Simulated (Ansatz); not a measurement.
Results of PBEsol (Ansatz, an electronic-structure program, plane waves, PAW) for tetradymite Sb₂Te₃.

Numerical settings: plane-wave cutoff 520 eV, 10×10×10 k mesh, Fermi–Dirac smearing 0.01 eV, scalar-relativistic PAW data made under PBE.

A third-order Birch–Murnaghan fit to the energies gives V0 = 31.474 Å³/atom, B0 = 36.8 GPa, B′ = 11.4.

| V (Å³/atom) | P (GPa) |
|---|---|
| 30.219 | (withheld) |
| 30.848 | (withheld) |
| 31.478 | -0.002 |
| 32.107 | (withheld) |
| 32.737 | (withheld) |

Question: Estimate the withheld pressures from this fit; the answers are the runs' own values.

Answer: 
- 30.219, P (GPa): 1.855
- 30.848, P (GPa): 0.845
- 32.107, P (GPa): -0.665
- 32.737, P (GPa): -1.123

The formula P = (3/2) B0 (x^(7/3) − x^(5/3)) [1 + (3/4)(B′ − 4)(x^(2/3) − 1)] with x = V0/V meets the computed pressures within 0.03 GPa when these rounded values are put in.

Shape and atoms are relaxed at each volume.

Measured, for comparison: bulk modulus 36.1 ± 0.9 GPa (temperature not stated, not corrected to a static lattice; as tabulated in Sans et al. (2019), arXiv:1907.08317). Computed less measured: bulk modulus +1.9 % (against room or unstated temperature, where such soft solids are markedly softer). A static lattice is as a rule a little smaller and stiffer than an uncorrected measurement, which can account for part of this in the bulk modulus.

Note: the cell comes from a level without a dispersion term, which matters for the spacing of layers, chains or molecules; this level leaves the solid without a gap, although one is measured.

Spin–orbit coupling is not included.

Computed values are for the static lattice.

Cost on a shared machine: around 29 core-minutes (rough).
